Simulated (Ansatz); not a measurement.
Crystal: Sc, simple cubic type, 1 atom in the cell.

Level of theory: Ansatz 0.2.0 development build, PBE, plane waves, PAW datasets (generated soft set 1).

Cutoff 420 eV; k-mesh 37×37×37 Γ-centred; Fermi–Dirac smearing of 0.0612 eV; no spin polarisation.

The fit to the energies gives V₀ = 26.147 Å³/atom (a₀ = 2.968 Å), B₀ = 35.4 GPa, B₀′ = 3.01.

What pressure does the program print at V = 27.164 Å³/atom, and how far above the lowest computed point (V = 26.119 Å³/atom) does the energy lie?

-1.27 GPa and 4.14 meV/atom. All points:

| V (Å³/atom) | a (Å) | E − E(min) (meV/atom) | P (GPa) |
| --- | --- | --- | --- |
| 24.552 | 2.9064 | 11.67 | 2.45 |
| 25.074 | 2.9269 | 5.14 | 1.58 |
| 25.596 | 2.9471 | 1.31 | 0.78 |
| 26.119 | 2.9670 | 0.00 | 0.04 |
| 26.641 | 2.9866 | 1.00 | -0.64 |
| 27.164 | 3.0060 | 4.14 | -1.27 |

The published all-electron PBE values for this crystal (mean of FLEUR and WIEN2k, k-spacing 0.06 Å⁻¹; Bosoni et al., Nat. Rev. Phys. 6, 45 (2024)) are V₀ = 26.148 Å³/atom, B₀ = 35.4 GPa, B₀′ = 3.01.

The stress includes the program's correction for the finite plane-wave basis.

This cubic structure is a model: it isn't the usual form of the substance at ambient conditions, and such phases are metastable or hypothetical. Spin polarisation is left out, and a magnetic state may lie lower.
